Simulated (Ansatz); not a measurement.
## Relaxation path: Ta (fcc type)

DFT, PBE, PAW with Ansatz's default frozen-core files, scalar-relativistic (Ansatz 0.2.0); a Γ-centred 17×17×17 k mesh, Fermi–Dirac smearing of 0.05 eV, no spin polarisation. The run relaxes cell and atoms at a target pressure of 0 GPa.

Command: `ansatz run input.yaml --threads 1 --pin off --max-ram 3072MiB --backend cpu --events-out ev --progress --plain --runs-dir out` It took 5.2 s on 1 thread of Intel(R) Xeon(R) 6975P-C (Granite Rapids) (shared host), peak memory 0.34 GiB.

PAW: frozen-core files, cutoff 420 eV; forces are relaxed below 0.005 eV/Å.

Each step lists its free energy a cell above the last geometry, the pressure, the cell vectors (Å), and Cartesian positions (Å) with forces (eV/Å).

The first step:

```
step 1  dF = 8.14 meV  P = 5.45 GPa
  cell 0.0000 2.0924 2.0924  2.0924 0.0000 2.0924  2.0924 2.0924 0.0000
  Ta 0.0000 0.0000 0.0000   0.0000 0.0000 0.0000
```

Spin–orbit coupling is left out, which matters for the heavy atoms.

**Question.** Where does the relaxation end, and by which steps?

**Answer.** After 4 geometries, with conventional a, b, c = 4.223, 4.223, 4.223 Å, at 18.824 Å³/atom (+2.74 % against the start) in space group Fm-3m, with a shortest distance of 2.986 Å. The further steps:
```
step 2  dF = 63.18 meV  P = -12.65 GPa  (not accepted)
  cell 0.0000 2.1656 2.1656  2.1656 0.0000 2.1656  2.1656 2.1656 0.0000
  Ta 0.0000 0.0000 0.0000   0.0000 0.0000 0.0000
step 3  dF = 0.12 meV  P = -0.58 GPa
  cell 0.0000 2.1134 2.1134  2.1134 0.0000 2.1134  2.1134 2.1134 0.0000
  Ta 0.0000 0.0000 0.0000   0.0000 0.0000 0.0000
step 4  dF = 0.00 meV  P = -0.02 GPa
  cell 0.0000 2.1113 2.1113  2.1113 0.0000 2.1113  2.1113 2.1113 0.0000
  Ta 0.0000 0.0000 0.0000   0.0000 0.0000 0.0000
step 5  dF = -0.22 meV  P = -0.01 GPa  (same geometry on a basis chosen anew; earlier energies don't compare to the last digit)
  cell 0.0000 2.1113 2.1113  2.1113 0.0000 2.1113  2.1113 2.1113 0.0000
  Ta 0.0000 0.0000 0.0000   0.0000 0.0000 0.0000
```
